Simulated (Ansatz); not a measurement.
The system is Yb.

```
CELL_PARAMETERS angstrom
0.00000 2.74310 2.74310
2.74310 0.00000 2.74310
2.74310 2.74310 0.00000
ATOMIC_POSITIONS crystal
Yb 0.00000 0.00000 0.00000
```

A run of Ansatz 0.2.0 on this cell left the log below. Logs are shortened: lines on timing, memory, paths and dates and some standing lists are left out, and cuts for length are marked.

```text
Warning: where an SCF of this run starts from atoms to list the orders of its open shells, Yb (site 0, from 0) starts with 0.44 μB on its 4f shell and 0.44 μB on its 5d shell, in the place of the 1.00 μB that the deck gives it: its open shells can hold no more by Hund's first rule. To start from spheres of the given moment, type scf.initial_density.shell_occupations: []
Warning: RAYON_NUM_THREADS=1 ignored (pool sized by the plan → 1); use --threads N
Engine: ansatz 0.2.0, aarch64-unknown-linux-gnu
Pseudopotentials: kind: paw
Pseudopotential: Yb, paw, valence charge 24, recommended cutoff 420 eV (normal), Yb.paw.azcp
Functional definition: PBE
  parameter kappa = 0.804
  parameter beta = 0.06672455060314922
  exchange = pbe_x(kappa = kappa, mu = beta*pi^2/3)
  correlation = pbe_c(beta = beta)
Crystal: 1 atoms, lattice volume = 41.281 Å³
Basis set: ecut = 420 eV, 869 PW (Γ), exchange–correlation on 54×54×54 points (8 copies of the dense FFT grid, shifted against one another)
Bands: 17, of which v1, the nominal top of the filled ones, is band 12 counted from 1 (11 counted from 0)
Symmetry: 48 space group operations
Space group: Fm-3m (ITA 225), of the structure as read, at distance tolerance 3.5e-5 Å
Magnetic group: BNS 225.116 (UNI 1618), of the structure as read, at distance tolerance 3.5e-5 Å
k-points: 29 of 512
Non-local potential: Yb, projectors of the file, l = 0: 3, l = 1: 2, l = 2: 2, l = 3: 3
PAW form: soft (Blöchl's): semilocal exchange-correlation on the pseudo side does not see the compensation charge
PAW one-centre angular grid: Yb, 590 points (default); XC on 64 Gauss nodes
Initial density: superposition of atomic densities (chi_scale 0.1, normalization cell)
Starting moments: Σ|m| = 1 μB on 1 of 1 site
Initial wavefunctions: pseudopotential atomic-orbital guess
Functional: x = pbe(κ = 0.804, μ = 0.2195149727645171), c = pbe(β = 0.06672455060314922)
iter 1 solved again at ethr=2.03e-4 eV; its pass at ethr=3.10e-3 eV (dr2=4.88e-2 eV) is discarded
SCF iter   1: F=—  HF=-13794.827109 eV  |F-HF|=—  |Δ(HF+E_count)|=         —  Δρ=2.53e-2 (↑2.53e-2 ↓2.22e-2)  dr2=4.90e-2  dr2_m=2.07e-1  M=0.325 μB ∫|m|=0.325 μB  β_m=0.30  ethr=2.03e-4  ⟨swp⟩=1.9  Hψ=6885  notcnv=0
Mixer restart at iter 1: flushing history
preconditioner: auto → Kerker (q_TF=auto, 2.492 Å⁻¹)  [metal: Δε(μ)=0.047 eV  Ē_g=10.166 eV  σ=0.050 eV  W_gap=0.23  n_scr=14 (ndim 8)  ℏωp=27.1 eV  f_vac=0.000  D(μ)=4.40/eV (n_scr^D=58)]
spin=Collinear: Kerker preconditioning applied to the charge; magnetization (m = ρ↑ − ρ↓) channel mixes plain (no charge-response kernel on spin).
SCF iter   2: F=—  HF=-13794.845104 eV  |F-HF|=—  |Δ(HF+E_count)|=   1.80e-2  Δρ=1.99e-2 (↑1.94e-2 ↓1.99e-2)  dr2=3.00e-2  dr2_m=1.42e-1  M=0.260 μB ∫|m|=0.260 μB  β_m=0.47  ethr=2.03e-4  ⟨swp⟩=1.4  Hψ=1085  notcnv=0
SCF iter   3: F=—  HF=-13794.980019 eV  |F-HF|=—  |Δ(HF+E_count)|=   1.35e-1  Δρ=7.81e-3 (↑7.81e-3 ↓4.52e-3)  dr2=6.08e-3  dr2_m=1.37e-2  M=0.056 μB ∫|m|=0.064 μB  β_m=0.49  ethr=1.25e-4  ⟨swp⟩=3.1  Hψ=2626  notcnv=0
[... 16 lines left out ...]
SCF converged after 14 iterations
Magnetization: 0.0000 μB (12.0000 up, 12.0000 down)
Absolute magnetization: 0.0000 μB (∫|ρ↑−ρ↓|, with the PAW one-centre terms)
Spin contamination: 0.0000 ħ² per cell (⟨S²⟩ above its minimum at these occupations)
Per-site moments (μB) at R_I (Å): [(5.923466614233286e-7, 1.6002233044650755)]
Free energy (F): -13794.992451 eV
Harris-Foulkes:  -13794.992451 eV  (|F-HF|=4.03e-9)
Internal energy: -13794.979536 eV  (E = F + TS)
E sigma→0 (E₀):  -13794.985993 eV
Entropy (-TS):   -0.012915 eV (-12.915 meV/atom)
Fermi energy:    9.057213 eV
--- Per-component energies (eV) ---
  E_band       = -39.233032
  E_kinetic    = 350.547806
  E_local      = -6577.052447  (includes V_loc(G=0)·N_el)
  E_nonlocal   = 555.037756
  E_hartree    = 2860.211903
  E_xc         = -161.396420
  E_vxc        = -200.795086  (∫ρ·V_xc dr)
  E_paw        = -7356.564609  (= ΣΔE_a)
  E_vpaw       = 112.611091  (= ΣTr[D̂ρ^β])
  E_aug_tail   = 0.000003  (compensation charges beyond the density's cutoff)
  E_ewald      = -3465.763528
  E_smearing   = -0.012915  (= −TS)
  E_closure    = 0.000000  (closes the sum)
  Σ components = -13794.992451   (vs F -13794.992451, Δ=0.00e0)
--- Forces (eV/Å), atoms counted from 1 ---
  atom   1  Yb     0.00000000    -0.00000000     0.00000000
  max |Σ_I F_I| component: 3.08e-32 eV/Å
--- Stress (GPa, compression-positive) ---
       -2.143015       0.000000      -0.000000
        0.000000      -2.143015       0.000000
       -0.000000      -0.000000      -2.143015
  P = ⅓ Tr σ = -2.1430 GPa (-21.430 kbar)
--- Band table (eV; the first three rows and the last of 58) ---
  k-point 0 ↑: bands = ["-42.6544", "-14.9508", "-14.9508", "-14.9508", "4.1910", "8.6129", "8.6860", "8.6860", "8.6860", "8.7574", "8.7574", "8.7574", "11.8051", "11.8051", "11.8051", "13.6565", "13.6565"]
  k-point 1 ↑: bands = ["-42.6532", "-14.9825", "-14.9551", "-14.9551", "4.5043", "8.6168", "8.6813", "8.6926", "8.6926", "8.7432", "8.7432", "8.7579", "11.3875", "11.9468", "11.9468", "13.4985", "13.4985"]
  k-point 2 ↑: bands = ["-42.6502", "-15.0581", "-14.9657", "-14.9657", "5.3762", "8.6282", "8.6706", "8.7024", "8.7024", "8.7220", "8.7220", "8.7588", "10.5447", "12.0096", "12.0096", "13.6160", "13.6160"]
  k-point 28 ↓: bands = ["-42.6432", "-15.0902", "-15.0902", "-15.0308", "8.6432", "8.6559", "8.6840", "8.6840", "8.7018", "8.7018", "8.7273", "9.1323", "9.7731", "9.7731", "11.4612", "15.2397", "15.3990"]
```

**Question.** Write the input and the command behind it.

**Answer.** Single point with PBE, collinear spin, ferromagnetic start. The files as run (others can give the same):

input.yaml
```yaml
crystal:
  lattice:
    - [0.0, 2.7431, 2.7431]
    - [2.7431, 0.0, 2.7431]
    - [2.7431, 2.7431, 0.0]
  atoms:
    - { symbol: Yb, position: [0.0, 0.0, 0.0], spin: 1.0 }
hamiltonian:
  xc: pbe
  pseudopotentials: { kind: paw }
magnetization:
  spin_polarized: true
kpoints:
  mp_grid: { grid: [8, 8, 8] }
scf:
  occupations: { method: fermi_dirac, width: 0.05 }
output:
  forces: true
  stress: true
  eigenvalues: true
  write_density: true
  write_potential: true
  elf: true
  volumetric_format: npy
```

Potentials or basis: Ansatz PAW.
The run is started by
```bash
$ ansatz run input.yaml --threads 1 --pin off --max-ram 2560MiB --backend cpu --events-out ev --progress --plain --runs-dir out
```

Caveat: spin-orbit coupling is left out, which moves the levels of the heavy elements; the starting moments weren't kept.
